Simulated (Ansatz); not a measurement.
Input of an Ansatz 0.2.0 run:

input.yaml

```yaml
crystal:
  lattice:
    - [1.6696368166, 0.9639652655, 8.20746325]
    - [-1.6696368166, 0.9639652655, 8.20746325]
    - [0.0, -1.927930531, 8.20746325]
  atoms:
    - { symbol: In, position: [0.22198776, 0.22198776, 0.22198776] }
    - { symbol: In, position: [0.77801224, 0.77801224, 0.77801224] }
    - { symbol: In, position: [0.0, 0.0, 0.0] }
kpoints:
  mp_grid: { grid: [9, 9, 9] }
  band_path:
    path: [[0.0, 0.0, 0.0], [0.5, 0.0, 0.0], [0.5, 0.175862977, -0.175862977]]
    npoints: 8
scf:
  occupations: { method: fermi_dirac, width: 0.05 }
hamiltonian:
  xc: lda
  pseudopotentials: { kind: all_electron, lapw: { basis_error: 0.002 } }
output:
  forces: true
  stress: true
  eigenvalues: true
```

Potentials or basis: all-electron LAPW, scalar-relativistic.

Run with:

```bash
$ ansatz run input.yaml --threads 2 --pin off --max-ram 8192MiB --backend cpu --events-out ev --progress --plain --runs-dir out
```

Question: Predict the largest force.

Answer: 0.033 eV/Å.

Question: What does it give for the pressure?

Answer: -2.7 GPa.

Question: What does it give for the band gap along the path?

Answer: None (metal or under the smearing width).

Forces on the atoms (eV/Å):
```
In   0.000  0.000 -0.033
In   0.000  0.000  0.033
In   0.000  0.000  0.000
```

Caveat: spin-orbit coupling is left out, which moves the levels of the heavy elements.
